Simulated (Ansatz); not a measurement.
# Si (I4/mmm) in Ansatz: notebook

Runs on Si. Level: LDA. Tasks: single point, equation of state.

Everything below comes from runs of Ansatz 0.2.0. Logs are shortened: lines on timing, memory, paths and dates and some standing lists are left out, and cuts for length are marked.

## 1. The crystal as given

Symmetry: I4/mmm, No. 139, tetragonal system. Conventional cell: a = 3.254 Å, b = 3.254 Å, c = 2.641 Å, α = 90.00°, β = 90.00°, γ = 90.00°. Around Si (site symmetry 4/mmm) lie 10 Si at 2.64 to 2.65 Å.

This isn't the form of Si at room conditions, which is diamond.

## 2. Single point, LDA, 13.14 Å³/atom (volume scaled by 0.94)

Input file input.yaml:

```yaml
crystal:
  lattice:
    - [-1.5937032655, 1.5937032655, 1.29337678]
    - [1.5937032655, -1.5937032655, 1.29337678]
    - [1.5937032655, 1.5937032655, -1.29337678]
  atoms:
    - { symbol: Si, position: [0.0, 0.0, 0.0] }
kpoints:
  mp_grid: { grid: [13, 13, 13] }
scf:
  occupations: { method: fermi_dirac, width: 0.05 }
hamiltonian:
  xc: lda
  pseudopotentials: { kind: all_electron, lapw: { basis_error: 0.001 } }
output:
  forces: true
  stress: true
  eigenvalues: true
```

Potentials or basis: all-electron LAPW, scalar-relativistic.

Launch:

```console
ansatz run input.yaml --threads 1 --pin off --max-ram 3072MiB --backend cpu --events-out ev --progress --plain --runs-dir out
```

Standard output:

```text
Warning: RAYON_NUM_THREADS=1 ignored (pool sized by the plan → 1); use --threads N
LAPW: plane waves up to 6.553 Å⁻¹, error target 1.0e-3 eV per atom; small_component_spin mean_spin; Si in spheres of 1.293 Å, 12 of its electrons in bands, Dirac shells [] (how accurate: hamiltonian.pseudopotentials.lapw.basis_error, Limitations)
Engine: ansatz 0.2.0, aarch64-unknown-linux-gnu
Pseudopotentials: kind: all_electron
Pseudopotential: Si, LAPW, valence charge 12, lapw/all_electron/scalar/gaussian/Si, Koelling and Harmon's equation, gaussian nucleus
Functional definition: SPW92
  exchange = slater_x
  correlation = pw_c
Crystal: 1 atoms, lattice volume = 13.140 Å³
Basis set: ecut = 163.62608037403467 eV, 71 PW (Γ), exchange–correlation at level 2
Bands: 10, of which v1, the nominal top of the filled ones, is band 6 counted from 1 (5 counted from 0)
Symmetry: 16 space group operations
Space group: I4/mmm (ITA 139), of the structure as read, at distance tolerance 2.4e-5 Å
k-points: 196 of 2197
Non-local potential: Si, projectors of the file, none
Initial density: superposition of atomic densities (chi_scale 0.1, normalization cell)
Initial wavefunctions: plane waves of lowest kinetic energy (no species holds an atomic orbital)
Functional: x = slater, c = lda
iter 1 solved again at ethr=1.06e-4 eV; its pass at ethr=1.00e-1 eV (dr2=1.27e-2 eV) is discarded
SCF iter   1: F=—  HF=-7864.785048 eV  |F-HF|=—  |Δ(HF+E_count)|=         —  Δρ=1.36e-2  dr2=1.27e-2  ethr=1.06e-4  ⟨swp⟩=3.2  Hψ=15073  notcnv=0
preconditioner: auto → none  [metal: Δε(μ)=0.015 eV  Ē_g=14.584 eV  σ=0.050 eV  W_gap=0.07  n_scr=0 (ndim 8)  ℏωp=20.5 eV  f_vac=0.000  D(μ)=0.60/eV (n_scr^D=4)]
SCF iter   2: F=—  HF=-7864.765558 eV  |F-HF|=—  |Δ(HF+E_count)|=   1.95e-2  Δρ=6.49e-3  dr2=2.93e-3  ethr=1.06e-4  ⟨swp⟩=2.0  Hψ=5639  notcnv=0
iter 3 solved again at ethr=2.93e-7 eV; its pass at ethr=2.45e-5 eV (dr2=3.51e-5 eV) is discarded
SCF iter   3: F=—  HF=-7864.762098 eV  |F-HF|=—  |Δ(HF+E_count)|=   3.46e-3  Δρ=6.91e-4  dr2=3.50e-5  ethr=2.93e-7  ⟨swp⟩=2.0  Hψ=9633  notcnv=0
SCF iter   4: F=—  HF=-7864.762093 eV  |F-HF|=—  |Δ(HF+E_count)|=   4.19e-6  Δρ=1.27e-4  dr2=1.32e-6  ethr=2.92e-7  ⟨swp⟩=2.0  Hψ=5487  notcnv=0
SCF iter   5: F=-7864.762093 eV  HF=-7864.762093 eV  |F-HF|=1.32e-10  |Δ(HF+E_count)|=   1.72e-7  Δρ=1.46e-6  dr2=1.13e-10  ethr=1.10e-8  ⟨swp⟩=2.0  Hψ=5487  notcnv=0
SCF 1 converged in 5 iterations: F = -7864.762093 eV  dr2 = 1.13e-10
SCF converged after 5 iterations
Free energy (F): -7864.762093 eV
Harris-Foulkes:  -7864.762093 eV  (|F-HF|=1.32e-10)
Internal energy: -7864.757327 eV  (E = F + TS)
E sigma→0 (E₀):  -7864.759710 eV
Entropy (-TS):   -0.004766 eV (-4.766 meV/atom)
Fermi energy:    13.706634 eV
--- Per-component energies (eV) ---
  E_band       = -670.214823
  E_kinetic    = 7880.821881
  E_xc         = -541.433796
  E_electrostatic = -15204.145412  (all electrons and nuclei)
  E_smearing   = -0.004766  (= −TS)
  E_closure    = 0.000000  (closes the sum)
  E_atoms      = -7859.230399  (free atoms, spherical and without spin; not in F)
  Σ components = -7864.762093   (vs F -7864.762093, Δ=0.00e0)
  Basis errors (estimates in eV, not in F): energy 4.2e-4 per atom: plane waves 4.1e-4 (2.1e-4 summed), levels above the bands 7.7e-116, relativity 8.1e-10, radial functions 9.0e-6, core shells 3.1e-13; eigenvalues (radial functions only) 5.3e-5; not estimated: angular momenta, meshes, grids; target (lapw.basis_error) 1.0e-3; muffin-tin radii Si 1.293 Å
--- Forces (eV/Å), atoms counted from 1 ---
  atom   1  Si    -0.00000000     0.00000000     0.00000000
  max |Σ_I F_I| component: 4.01e-32 eV/Å
--- Stress (GPa, compression-positive) ---
        7.582520       0.000000      -0.000000
        0.000000       7.582520       0.000000
       -0.000000       0.000000       4.809821
  P = ⅓ Tr σ = 6.6583 GPa (66.583 kbar)
--- Band table (eV; the first three rows and the last of 196) ---
  k-point 0: bands = ["-119.9893", "-76.8426", "-76.8335", "-76.8335", "-1.5557", "23.4399", "24.4085", "24.4085", "26.9838", "28.4235"]
  k-point 1: bands = ["-119.9892", "-76.8428", "-76.8343", "-76.8335", "-1.3873", "20.9441", "24.5119", "25.5202", "27.2092", "27.8283"]
  k-point 2: bands = ["-119.9889", "-76.8433", "-76.8363", "-76.8333", "-0.8833", "17.7375", "24.8068", "25.9149", "25.9623", "28.0281"]
  k-point 195: bands = ["-119.9857", "-76.8490", "-76.8447", "-76.8447", "9.9957", "11.2953", "13.1473", "15.4199", "18.1876", "20.6723"]
```

Run time: 8.2 s. Hardware: 1 thread of Arm Neoverse N1, shared host; peak memory 0.23 GiB.

What came out:

| Property | Result |
| --- | --- |
| Free energy | -7864.7621 eV |
| Pressure | 6.7 GPa |
| Band gap on the k mesh | none (metal or under the smearing width) |

## 3. Single point, LDA, 13.42 Å³/atom (volume scaled by 0.96)

Edit input.yaml of step 2 so:

```diff
@@ -2,5 +2,5 @@
   lattice:
-    - [-1.5937032655, 1.5937032655, 1.29337678]
-    - [1.5937032655, -1.5937032655, 1.29337678]
-    - [1.5937032655, 1.5937032655, -1.29337678]
+    - [-1.6049268977, 1.6049268977, 1.3024853673]
+    - [1.6049268977, -1.6049268977, 1.3024853673]
+    - [1.6049268977, 1.6049268977, -1.3024853673]
   atoms:
```

Potentials or basis: all-electron LAPW, scalar-relativistic.

Launch:

```console
ansatz run input.yaml --threads 1 --pin off --max-ram 3072MiB --backend cpu --events-out ev --progress --plain --runs-dir out
```

Wall time 8.1 s (1 thread of Arm Neoverse N1, shared host); peak memory 0.23 GiB.

The run converged. Its results:

```
Free energy            : -7864.7715 eV
Pressure               : 4.2 GPa
Band gap on the k mesh : none (metal or under the smearing width)
```

## 4. Single point, LDA, 13.70 Å³/atom (volume scaled by 0.98)

Edit input.yaml of step 3 so:

```diff
@@ -2,5 +2,5 @@
   lattice:
-    - [-1.6049268977, 1.6049268977, 1.3024853673]
-    - [1.6049268977, -1.6049268977, 1.3024853673]
-    - [1.6049268977, 1.6049268977, -1.3024853673]
+    - [-1.6159957088, 1.6159957088, 1.3114683088]
+    - [1.6159957088, -1.6159957088, 1.3114683088]
+    - [1.6159957088, 1.6159957088, -1.3114683088]
   atoms:
```

Launch:

```console
ansatz run input.yaml --threads 1 --pin off --max-ram 3072MiB --backend cpu --events-out ev --progress --plain --runs-dir out
```

It took 8 s on 1 thread of Arm Neoverse N1, shared host; peak memory 0.22 GiB.

It converged, with:

```yaml
Free_energy: -7864.7767 eV
Pressure: 1.9 GPa
Band_gap_on_the_k_mesh: none (metal or under the smearing width)
```

## 5. Single point, LDA, 13.98 Å³/atom

Edit input.yaml of step 4 so:

```diff
@@ -2,5 +2,5 @@
   lattice:
-    - [-1.6159957088, 1.6159957088, 1.3114683088]
-    - [1.6159957088, -1.6159957088, 1.3114683088]
-    - [1.6159957088, 1.6159957088, -1.3114683088]
+    - [-1.62691493, 1.62691493, 1.32032985]
+    - [1.62691493, -1.62691493, 1.32032985]
+    - [1.62691493, 1.62691493, -1.32032985]
   atoms:
```

Launch:

```console
ansatz run input.yaml --threads 1 --pin off --max-ram 3072MiB --backend cpu --events-out ev --progress --plain --runs-dir out
```

Run time: 8.1 s. Hardware: 1 thread of Arm Neoverse N1, shared host; peak memory 0.23 GiB.

Results (log left out):

```yaml
Free_energy: -7864.7780 eV
Pressure: -0.2 GPa
Band_gap_on_the_k_mesh: none (metal or under the smearing width)
```

## 6. Single point, LDA, 14.26 Å³/atom (volume scaled by 1.02)

Edit input.yaml of step 5 so:

```diff
@@ -2,5 +2,5 @@
   lattice:
-    - [-1.62691493, 1.62691493, 1.32032985]
-    - [1.62691493, -1.62691493, 1.32032985]
-    - [1.62691493, 1.62691493, -1.32032985]
+    - [-1.6376895151, 1.6376895151, 1.3290740111]
+    - [1.6376895151, -1.6376895151, 1.3290740111]
+    - [1.6376895151, 1.6376895151, -1.3290740111]
   atoms:
```

Potentials or basis: all-electron LAPW, scalar-relativistic.

Launch:

```console
ansatz run input.yaml --threads 1 --pin off --max-ram 3072MiB --backend cpu --events-out ev --progress --plain --runs-dir out
```

It took 8.1 s on 1 thread of Arm Neoverse N1, shared host; peak memory 0.22 GiB.

Results (log left out):

- Free energy: -7864.7760 eV
- Pressure: -2.0 GPa
- Band gap on the k mesh: none (metal or under the smearing width)

## 7. Single point, LDA, 14.54 Å³/atom (volume scaled by 1.04)

Edit input.yaml of step 6 so:

```diff
@@ -2,5 +2,5 @@
   lattice:
-    - [-1.6376895151, 1.6376895151, 1.3290740111]
-    - [1.6376895151, -1.6376895151, 1.3290740111]
-    - [1.6376895151, 1.6376895151, -1.3290740111]
+    - [-1.6483241605, 1.6483241605, 1.3377046037]
+    - [1.6483241605, -1.6483241605, 1.3377046037]
+    - [1.6483241605, 1.6483241605, -1.3377046037]
   atoms:
```

Launch:

```console
ansatz run input.yaml --threads 1 --pin off --max-ram 3072MiB --backend cpu --events-out ev --progress --plain --runs-dir out
```

It took 8.3 s on 1 thread of Arm Neoverse N1, shared host; peak memory 0.22 GiB.

Results (log left out):

| Quantity | Value |
| --- | --- |
| Free energy | -7864.7712 eV |
| Pressure | -3.5 GPa |
| Band gap on the k mesh | none (metal or under the smearing width) |

## 8. Single point, LDA, 14.82 Å³/atom (volume scaled by 1.06)

Edit input.yaml of step 7 so:

```diff
@@ -2,5 +2,5 @@
   lattice:
-    - [-1.6483241605, 1.6483241605, 1.3377046037]
-    - [1.6483241605, -1.6483241605, 1.3377046037]
-    - [1.6483241605, 1.6483241605, -1.3377046037]
+    - [-1.6588233236, 1.6588233236, 1.3462252449]
+    - [1.6588233236, -1.6588233236, 1.3462252449]
+    - [1.6588233236, 1.6588233236, -1.3462252449]
   atoms:
```

Launch:

```console
ansatz run input.yaml --threads 1 --pin off --max-ram 3072MiB --backend cpu --events-out ev --progress --plain --runs-dir out
```

Run time: 8.3 s. Hardware: 1 thread of Arm Neoverse N1, shared host; peak memory 0.23 GiB.

It converged, with:

* Free energy: -7864.7637 eV
* Pressure: -5.0 GPa
* Band gap on the k mesh: none (metal or under the smearing width)

## 9. Equation of state, LDA

Potentials or basis: all-electron LAPW, scalar-relativistic.

This step only gathers the single runs of the series.

What came out:

```yaml
Equilibrium_volume: 13.95 Å³/atom
Bulk_modulus_at_fixed_shape_and_positions: 96 GPa
Pressure_derivative_of_the_bulk_modulus: "5.2 (rough: it moves with the points fitted)"
```

Energy against volume, from the lowest point:
```csv
volume (Å³/atom),energy (meV/atom)
13.140,15.95
13.420,6.58
13.699,1.38
13.979,0.00
14.258,2.00
14.538,6.87
14.818,14.36
```

Caveat: the cell was scaled at fixed shape and fractional positions, which overstates the stiffness of a crystal with free parameters, most of all of layers and chains.
